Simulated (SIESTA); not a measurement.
PbSe:

```xyz
2
Lattice="3.7843 0.0000 0.0000 0.0000 3.7843 0.0000 0.0000 0.0000 3.7843" Properties=species:S:1:pos:R:3 pbc="T T T"
Pb    0.0000    0.0000    0.0000
Se    1.8922    1.8922    1.8922
```

Measurements of this composition are mostly on another form, of space group No. 225.

| Item | Value |
| --- | --- |
| Program | SIESTA 5.4.2 |
| Task | single point |
| Functional | PBE |
| Potentials or basis | PseudoDojo 0.4 standard (PBE files) |
| Basis | DZP (energy shift 0.002 Ry) |
| Grid cutoff | 500 Ry |
| Energy shift | 0.002 Ry |
| k mesh | 7 × 7 × 7 |
| Occupations | fermi-dirac, width 0.05 eV |
| Spin | no spin polarisation |

On this cell: pressure 1.3 GPa; largest force zero by symmetry; band gap on the k mesh none (metal or under the smearing width).

The same run follows on a disturbed copy (atoms moved at random, drawn with an rms of 0.05 Å):

```
Pb Se
1.0
     3.78432    0.00000    0.00000
     0.00000    3.78432    0.00000
     0.00000    0.00000    3.78432
Pb Se
1 1
Direct
  0.01013 0.99205 0.99264
  0.50635 0.49382 0.50459
```

What does the disturbed cell give?

The energy (extrapolated to zero smearing) moves by -0.2 meV/atom; pressure 1.3 GPa; largest force 0.011 eV/Å; band gap on the k mesh none (metal or under the smearing width).

Forces on the atoms (eV/Å):
```
Pb   0.000  0.000 -0.010
Se   0.000  0.000  0.011
```

Caveats: semicore shells carry a single zeta, which can move pressures by several GPa and volumes by a few percent; the basis of atomic orbitals isn't converged, which shifts pressures, moduli and gaps.
